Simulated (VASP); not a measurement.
WSe2, 12 atoms in the cell. The cell holds a slab with vacuum, 12 atoms: a = 3.254 Å, b = 3.254 Å, c = 40.801 Å, α = 90.00°, β = 90.00°, γ = 120.00°. 

| Item | Value |
| --- | --- |
| Program | VASP 6.6.1 |
| Task | relaxation of cell and atoms |
| Functional | LDA |
| Potentials or basis | VASP PAW LDA potentials, release 64 (Se, W_sv) |
| Cutoff | 600 eV |
| k mesh | 12 × 12 × 1 |
| Occupations | gaussian, width 0.03 eV |
| Spin | no spin polarisation |
| Further INCAR settings | ALGO = Normal; EDIFF = 1e-07; IBRION = 2; EDIFFG = -0.005; NSW = 90; ISIF = 3 |

Potentials or basis: VASP PAW LDA potentials, release 64 (Se, W_sv).

Launch:

```bash
$ cat potpaw_LDA.64/Se/POTCAR potpaw_LDA.64/W_sv/POTCAR > POTCAR
$ mpirun -np 4 vasp_std > vasp.out
```

Hardware: 4 MPI ranks on Intel(R) Xeon(R) Platinum 8488C (Sapphire Rapids) (shared host).

Problem. How long does it take, and how much memory?

Solution. Run time: 8.2 min on 4 MPI ranks on Intel(R) Xeon(R) Platinum 8488C (Sapphire Rapids), with other jobs on the host, peak memory 0.73 GiB a rank. Counts: scf iterations 41, k points 19, ion steps 4.
